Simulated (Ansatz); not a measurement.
## Stiffness of Ni from strained cells

```
CELL_PARAMETERS angstrom
0.00000 1.76795 1.76795
1.76795 0.00000 1.76795
1.76795 1.76795 0.00000
ATOMIC_POSITIONS crystal
Ni 0.00000 0.00000 0.00000
```

The geometry is COD entry 2100640, unchecked; take it as a test cell.

Computed with DFT, PBE, all-electron LAPW, scalar-relativistic in Ansatz 0.2.0.

The runs use a Γ-centred 20×20×20 k mesh, Fermi–Dirac smearing of 0.05 eV, basis error target 0.25 meV/atom, spin-polarised from start moments Ni 1.5 μB.

The unstrained cell is at -2.83 GPa. Large strains and very small stresses are left out. Each strain is applied once, with fractional coordinates held (clamped ions), and σ below is the change of stress, positive in tension. One finite strain gives stress–strain coefficients at this pressure with an error of the order of the strain times third-order constants, a few per cent for each per cent of strain. In a metal the k mesh adds noise of tens of per cent to soft shears.

Task: With equal xy, yz and zx engineering shear strains of -1 %, the run gives σxy = -1.26 GPa and γxy = 2εxy = -0.0100. Which stiffness follows?

Result: C44 (clamped ions) = σxy/γxy = 126 GPa.

Task: With equal xy, yz and zx engineering shear strains of +1 %, the run gives σxy = 1.26 GPa and γxy = 2εxy = 0.0100. Which stiffness follows?

Result: C44 (clamped ions) = σxy/γxy = 126 GPa.
